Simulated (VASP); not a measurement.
# Al in VASP: relaxation of the atoms with PBE+D3(BJ)

Aim: the relaxation of the atoms of Al with PBE+D3(BJ).

Program: VASP 6.6.1. These are calculated values, not measurements. Logs are shortened: lines on timing, memory, paths and dates and some standing lists are left out, and cuts for length are marked.

**1. Starting point**

The cell holds a slab with vacuum, 12 atoms: a = 5.728 Å, b = 5.728 Å, c = 20.550 Å, α = 90.00°, β = 90.00°, γ = 90.00°.

The cell was built by a generator and needn't be a form met in nature.

**2. Relaxation of the atoms, PBE+D3(BJ)**

The input, INCAR:

```
  PREC = Accurate
  ENCUT = 400
  EDIFF = 1E-6
  ISMEAR = 1
  SIGMA = 0.1
  LREAL = Auto
  LASPH = T
  NELM = 60
  ALGO = Normal
  ISIF = 2
  LWAVE = F
  LCHARG = F
  GGA = PE
  IVDW = 12
  IBRION = 2
  NSW = 120
  EDIFFG = -0.03
  ISYM = 0
  KPAR = 4
```

The input, KPOINTS:

```
regular mesh
0
Gamma
  6 6 1
```

The input, POSCAR:

```
Al
1.0
    5.7275649276      0.0000000000      0.0000000000
    0.0000000000      5.7275649276      0.0000000000
    0.0000000000      0.0000000000     20.5500000000
Al
12
Selective dynamics
Direct
    0.0000000000      0.0000000000      0.1216545012  F F F
    0.5000000000      0.0000000000      0.1216545012  F F F
    0.0000000000      0.5000000000      0.1216545012  F F F
    0.5000000000      0.5000000000      0.1216545012  F F F
    0.2500000000      0.2500000000      0.2201946472  F F F
    0.7500000000      0.2500000000      0.2201946472  F F F
    0.2500000000      0.7500000000      0.2201946472  F F F
    0.7500000000      0.7500000000      0.2201946472  F F F
    0.0000000000      0.0000000000      0.3187347932  T T T
    0.5000000000      0.0000000000      0.3187347932  T T T
    0.0000000000      0.5000000000      0.3187347932  T T T
    0.5000000000      0.5000000000      0.3187347932  T T T
```

Potentials or basis: VASP PAW PBE potentials, release 64 (Al).

Command:

```bash
> cat potpaw_PBE.64/Al/POTCAR > POTCAR
> mpirun -np 4 vasp_std > vasp.out
```

OUTCAR:

```text
PREC = Accurate
   ENCUT = 400
   EDIFF = 1E-6
   ISMEAR = 1
   LREAL = Auto
   LASPH = T
   NELM = 60
   ISIF = 2
   GGA = PE
   IVDW = 12
   IBRION = 2
   NSW = 120
   EDIFFG = -0.03
   ISYM = 0
 IVDW          = 12

 ion  position               nearest neighbor table
   1  0.000  0.000  0.122-   2 2.86   3 2.86   3 2.86   2 2.86   7 2.86   8 2.86   5 2.86   6 2.86

   2  0.500  0.000  0.122-   1 2.86   4 2.86   4 2.86   1 2.86   7 2.86   8 2.86   5 2.86   6 2.86

   3  0.000  0.500  0.122-   1 2.86   4 2.86   1 2.86   4 2.86   7 2.86   8 2.86   5 2.86   6 2.86

   4  0.500  0.500  0.122-   2 2.86   3 2.86   2 2.86   3 2.86   7 2.86   8 2.86   5 2.86   6 2.86

   5  0.250  0.250  0.220-   6 2.86   7 2.86   7 2.86   6 2.86  11 2.86  12 2.86   9 2.86  10 2.86
                             1 2.86   2 2.86   3 2.86   4 2.86
   6  0.750  0.250  0.220-   5 2.86   8 2.86   8 2.86   5 2.86  11 2.86  12 2.86   9 2.86  10 2.86
                             1 2.86   2 2.86   3 2.86   4 2.86
   7  0.250  0.750  0.220-   5 2.86   8 2.86   5 2.86   8 2.86  11 2.86  12 2.86   9 2.86  10 2.86
                             1 2.86   2 2.86   3 2.86   4 2.86
   8  0.750  0.750  0.220-   6 2.86   7 2.86   6 2.86   7 2.86  11 2.86  12 2.86   9 2.86  10 2.86
                             1 2.86   2 2.86   3 2.86   4 2.86
   9  0.000  0.000  0.319-  10 2.86  11 2.86  11 2.86  10 2.86   5 2.86   6 2.86   7 2.86   8 2.86

  10  0.500  0.000  0.319-   9 2.86  12 2.86  12 2.86   9 2.86   5 2.86   6 2.86   7 2.86   8 2.86

  11  0.000  0.500  0.319-   9 2.86  12 2.86   9 2.86  12 2.86   5 2.86   6 2.86   7 2.86   8 2.86

  12  0.500  0.500  0.319-  10 2.86  11 2.86  10 2.86  11 2.86   5 2.86   6 2.86   7 2.86   8 2.86

IMPORTANT INFORMATION: All symmetrisations will be switched off!
NOSYMM: (Re-)initialisation of all symmetry stuff for point group C_1.

----------------------------------------------------------------------------------------

                                     Primitive cell

  volume of cell :     674.1427

  direct lattice vectors                    reciprocal lattice vectors
     5.727564928  0.000000000  0.000000000     0.174594267  0.000000000  0.000000000
     0.000000000  5.727564928  0.000000000     0.000000000  0.174594267  0.000000000
     0.000000000  0.000000000 20.550000000     0.000000000  0.000000000  0.048661800

  length of vectors
     5.727564928  5.727564928 20.550000000     0.174594267  0.174594267  0.048661800

  position of ions in fractional coordinates (direct lattice)
     0.000000000  0.000000000  0.121654501
     0.500000000  0.000000000  0.121654501
     0.000000000  0.500000000  0.121654501
     0.500000000  0.500000000  0.121654501
     0.250000000  0.250000000  0.220194647
     0.750000000  0.250000000  0.220194647
     0.250000000  0.750000000  0.220194647
     0.750000000  0.750000000  0.220194647
     0.000000000  0.000000000  0.318734793
     0.500000000  0.000000000  0.318734793
     0.000000000  0.500000000  0.318734793
     0.500000000  0.500000000  0.318734793

  ion indices of the primitive-cell ions
   primitive index   ion index
                 1           1
                 2           2
                 3           3
                 4           4
                 5           5
                 6           6
                 7           7
                 8           8
                 9           9
                10          10
                11          11
                12          12

----------------------------------------------------------------------------------------

 KPOINTS: regular mesh

Automatic generation of k-mesh.
 Grid dimensions read from file:
 generate k-points for:    6    6    1

 Generating k-lattice:

  Cartesian coordinates                     Fractional coordinates (reciprocal lattice)
     0.029099044  0.000000000  0.000000000     0.166666667  0.000000000  0.000000000
     0.000000000  0.029099044  0.000000000     0.000000000  0.166666667  0.000000000
     0.000000000  0.000000000  0.048661800     0.000000000  0.000000000  1.000000000

  Length of vectors
     0.029099044  0.029099044  0.048661800

  Shift w.r.t. Gamma in fractional coordinates (k-lattice)
     0.000000000  0.000000000  0.000000000

 Subroutine IBZKPT returns following result:
 ===========================================

 Found     20 irreducible k-points:

 Following reciprocal coordinates:
            Coordinates               Weight
  0.000000  0.000000  0.000000      1.000000
  0.166667  0.000000  0.000000      2.000000
  0.000000  0.166667  0.000000      2.000000
  0.333333  0.000000  0.000000      2.000000
  0.000000  0.333333  0.000000      2.000000
  0.500000  0.000000  0.000000      1.000000
[... 12 lines left out ...]
 -0.333333  0.500000  0.000000      2.000000
  0.500000  0.500000  0.000000      1.000000
   k-points           NKPTS =     20   k-points in BZ     NKDIM =     20   number of bands    NBANDS=     25
   number of dos      NEDOS =    301   number of ions     NIONS =     12
   total plane-waves  NPLWV = 224000
   dimension x,y,z NGX =    40 NGY =   40 NGZ =  140
   dimension x,y,z NGXF=    80 NGYF=   80 NGZF=  280
   ions per type =              12
   NGX,Y,Z   is equivalent  to a cutoff of  11.61, 11.61, 11.33 a.u.
   NGXF,Y,Z  is equivalent  to a cutoff of  23.22, 23.22, 22.65 a.u.
 SYSTEM =  unknown system
   PREC   = accura    normal or accurate (medium, high low for compatibility)
   ISTART =      0    job   : 0-new  1-cont  2-samecut
   ICHARG =      2    charge: 1-file 2-atom 10-const
   ISPIN  =      1    spin polarized calculation?
   LNONCOLLINEAR =      F non collinear calculations
   LSORBIT =      F    spin-orbit coupling
   LASPH  =      T    aspherical Exc in radial PAW
   ENCUT  =  400.0 eV  29.40 Ry    5.42 a.u.   9.34  9.34 33.51*2*pi/ulx,y,z
   NELM   =     60;   NELMIN=  2; NELMDL= -5     # of ELM steps
   EDIFF  = 0.1E-05   stopping-criterion for ELM
   LREAL  =      T    real-space projection
   EDIFFG = -.3E-01   stopping-criterion for IOM
   NSW    =    120    number of steps for IOM
   IBRION =      2    ionic relax: 0-MD 1-quasi-New 2-CG
   NFREE  =      1    steps in history (QN), initial steepest desc. (CG)
   ISIF   =      2    stress and relaxation
   ISYM   =      0    0-nonsym 1-usesym 2-fastsym
   POTIM  = 0.5000    time-step for ionic-motion
   TEBEG  =    0.0;   TEEND  =   0.0 temperature during run
   PSTRESS=    0.0 pullay stress
   NELECT =      36.0000    total number of electrons
   NUPDOWN=      -1.0000    fix difference up-down
   EMIN   =  10.00;   EMAX   =-10.00  energy-range for DOS
   EFERMI =   0.00;   METHOD = LEGACY
   ISMEAR =     1;   SIGMA  =   0.10  broadening in eV -4-tet -1-fermi 0-gaus
   EFERMI_NEDOS =   21; number of points for ismear=-14 and -15
   IALGO  =     38    algorithm
   IMIX   =      4    mixing-type and parameters
     AMIX     =   0.40;   BMIX     =  1.00
     AMIX_MAG =   1.60;   BMIX_MAG =  1.00
  volume/ion in A,a.u.               =      56.18       379.11
  Fermi-wavevector in a.u.,A,eV,Ry     =   0.616489  1.164995  5.171005  0.380058
  Thomas-Fermi vector in A             =   1.674235
   LORBIT       =      0    0 simple, 1 ext, 2 COOP (PROOUT), +10 PAW based schemes
   GGA     = PE    functional components
   LHFCALC =     F    Hartree Fock is set to
   AEXX    =    0.0000 exact exchange contribution
   IVDW    =    12    specifies the selected vdW correction
   LEPSILON=     F    determine dielectric tensor
   LRPA    =     F    only Hartree local field effects (RPA)
 conjugate gradient relaxation of ions
 non-spin polarized calculation
 Methfessel and Paxton  Order N= 1 SIGMA  =   0.10
  energy-cutoff  :      400.00
  volume of cell :      674.14
 maximum number of plane-waves:     12279
 NGX is ok and might be reduce to    40
   NGX = 19   NGY = 19   NGZ = 67

--------------------------------------- Ionic step        1  -------------------------------------------

 number of electron      36.0000000 magnetization

 Free energy of the ion-electron system (eV)
  ---------------------------------------------------
  ext. energy  EPLUGINS =         0.00000000
  ---------------------------------------------------
  free energy    TOTEN  =       -40.89686436 eV

  energy without entropy =      -40.89447288  energy(sigma->0) =      -40.89606720

------------------------ aborting loop because EDIFF is reached ----------------------------------------

 Edisp (eV)   -2.52787

 E8    (eV) :    -1.1887

  FORCE on cell =-STRESS in cart. coord.  units (eV):
  Direction    XX          YY          ZZ          XY          YZ          ZX
  --------------------------------------------------------------------------------------
  -------------------------------------------------------------------------------------
  Total      -8.29479    -8.29479    -1.74215    -0.00000     0.00000    -0.00000
  in kB     -19.71351   -19.71352    -4.14041    -0.00000     0.00000    -0.00000
  external pressure =      -14.52 kB  Pullay stress =        0.00 kB
[... 181 lines left out ...]
  energy  without entropy=      -43.4323181598  energy(sigma->0) =      -43.42914266

--------------------------------------- Ionic step        5  -------------------------------------------

 number of electron      36.0000000 magnetization

 Free energy of the ion-electron system (eV)
  ---------------------------------------------------
  ext. energy  EPLUGINS =         0.00000000
  ---------------------------------------------------
  free energy    TOTEN  =       -40.89431254 eV

  energy without entropy =      -40.89685815  energy(sigma->0) =      -40.89516108

 E-fermi :  -0.7645     XC(G=0):  -3.9805

 val. band max:       -0.7962543940   @ k =   0.0000   0.0000   0.0000
 cond. band min:      -0.7116488032   @ k =   0.3333   0.3333   0.0000
 fundamental gap:      0.0846055908
 Fermi energy:        -0.7644622567

 k-point     1 :       0.0000    0.0000    0.0000
  band No.  band energies     occupation
      1     -10.9939      2.00000
      2      -8.7486      2.00000
      3      -6.6400      2.00000
      4      -6.6400      2.00000
      5      -6.4983      2.00000
      6      -6.4983      2.00000
[... 592 lines left out ...]
  FREE ENERGIE OF THE ION-ELECTRON SYSTEM (eV)
  ---------------------------------------------------
  free  energy   TOTEN  =       -43.4308231132 eV

  energy  without entropy=      -43.4333687236  energy(sigma->0) =      -43.43167165

 reached required accuracy - stopping structural energy minimisation
```

Run time: 5.7 min. Hardware: 4 MPI ranks of Intel Xeon Platinum 8488C (Sapphire Rapids), shared host; peak memory 0.62 GiB.

What came out:

| Property | Result |
| --- | --- |
| Free energy | -43.4308 eV |
| Energy gained by relaxing | 0.5 meV/atom |
| Ionic steps | 5 |
| Band gap on the k mesh | none (metal or under the smearing width) |
| Dispersion energy per atom | -0.211 eV |

Step by step:
```tsv
step	energy change (eV)	largest force (eV/Å)	pressure (GPa)
1	0.0000	0.1044	-1.45
2	-0.0019	0.0975	-1.44
3	-0.0055	0.0791	-1.39
4	-0.0028	0.1217	-1.29
5	-0.0061	0.0680	-1.36
```

Final structure:
```cif
data_structure
_symmetry_space_group_name_H-M 'P 1'
_symmetry_Int_Tables_number 1
_cell_length_a 5.7276
_cell_length_b 5.7276
_cell_length_c 20.5500
_cell_angle_alpha 90.000
_cell_angle_beta 90.000
_cell_angle_gamma 90.000
_cell_volume 674.14
loop_
_atom_site_label
_atom_site_type_symbol
_atom_site_fract_x
_atom_site_fract_y
_atom_site_fract_z
_atom_site_occupancy
Al1 Al 0.00000 0.00000 0.12165 1
Al2 Al 0.50000 0.00000 0.12165 1
Al3 Al 0.00000 0.50000 0.12165 1
Al4 Al 0.50000 0.50000 0.12165 1
Al5 Al 0.25000 0.25000 0.22019 1
Al6 Al 0.75000 0.25000 0.22019 1
Al7 Al 0.25000 0.75000 0.22019 1
Al8 Al 0.75000 0.75000 0.22019 1
Al9 Al 0.00000 0.00000 0.31731 1
Al10 Al 0.50000 0.00000 0.31731 1
Al11 Al 0.00000 0.50000 0.31731 1
Al12 Al 0.50000 0.50000 0.31731 1
```
